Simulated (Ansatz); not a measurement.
Fe: equation of state with BPBE

Crystal: Fe.

```xyz
2
Lattice="2.4342 0.0000 0.0000 -1.2171 2.1080 0.0000 0.0000 0.0000 3.8419" Properties=species:S:1:pos:R:3 pbc="T T T"
Fe    1.2171    0.7027    2.8815
Fe    0.0000    1.4054    0.9605
```

This isn't the form of Fe at room conditions, which is bcc.

- Program: Ansatz 0.2.0
- Task: equation of state
- Functional: BPBE
- Potentials or basis: Ansatz PAW
- Cutoff: 420 eV
- Density cutoff: 1680 eV
- k mesh: 12 × 12 × 7
- Occupations: fermi-dirac, width 0.05 eV
- Spin: collinear spin, ferromagnetic start
- Starting moments: [3.0, 3.0] μB

```json
{
  "Equilibrium volume": "10.18 Å³/atom",
  "Bulk modulus at fixed shape and positions": "290 GPa",
  "Pressure derivative of the bulk modulus": "4.6"
}
```

Energy against volume, from the lowest point:
```csv
volume (Å³/atom),energy (meV/atom)
9.266,88.87
9.463,52.51
9.660,26.45
9.857,9.63
10.054,1.10
10.251,0.00
10.448,5.57
```

All runs of the series together: 22 s on 2 threads of Arm Neoverse V2 (shared host).

Caveat: the potentials were made for another functional, which shifts forces and pressure; the cell was scaled at fixed shape and fractional positions, which overstates the stiffness of a crystal with free parameters, most of all of layers and chains.
